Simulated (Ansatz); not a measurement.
This Ansatz 0.2.0 run on Al2O3 needs a look.

Contents of input.yaml:

```yaml
crystal:
  lattice:
    - [2.8843249483, 0.0, 0.0]
    - [-1.4421624742, 2.497898678, 0.0]
    - [0.0, 0.0, 9.33675446]
  atoms:
    - { symbol: Al, position: [0.0, 0.0, 0.85000767] }
    - { symbol: Al, position: [0.0, 0.0, 0.14999233] }
    - { symbol: O, position: [0.3333333333, 0.6666666667, 0.77768308] }
    - { symbol: O, position: [0.6666666667, 0.3333333333, 0.0] }
    - { symbol: O, position: [0.3333333333, 0.6666666667, 0.22231692] }
hamiltonian:
  xc: r2scan
  pseudopotentials: { kind: paw }
kpoints:
  mp_grid: { grid: [11, 11, 3] }
scf:
  max_iter: 80
output:
  forces: true
  stress: true
  eigenvalues: true
relax:
  f_tol: 0.01
  max_steps: 40
  cell: { stress_tol: 0.05 }
```

Potentials or basis: Ansatz PAW.

Command:

```sh
$ ansatz run input.yaml --threads 2 --pin off --max-ram 5632MiB --backend cpu --events-out ev --progress --plain --runs-dir out
```

Output:

```text
Error: YAML parse error: `scf.occupations.method` is required: fixed only where the cell keeps a band gap throughout the run, explicit beside scf.occupations.values (under evaluate: without them), else a smearing such as fermi_dirac (scf.occupations.width is optional; its entry in the input reference gives the default)
```

Problem. Diagnose the run.

Solution. The program refused the input. The input holds a flaw that was put in on purpose: no occupation method (scf.occupations = left out).

A sound run on the same cell differs in these lines of the main input:
```diff
@@ -18 +18 @@
-  max_iter: 80
+  occupations: { method: fermi_dirac, width: 0.05 }
```
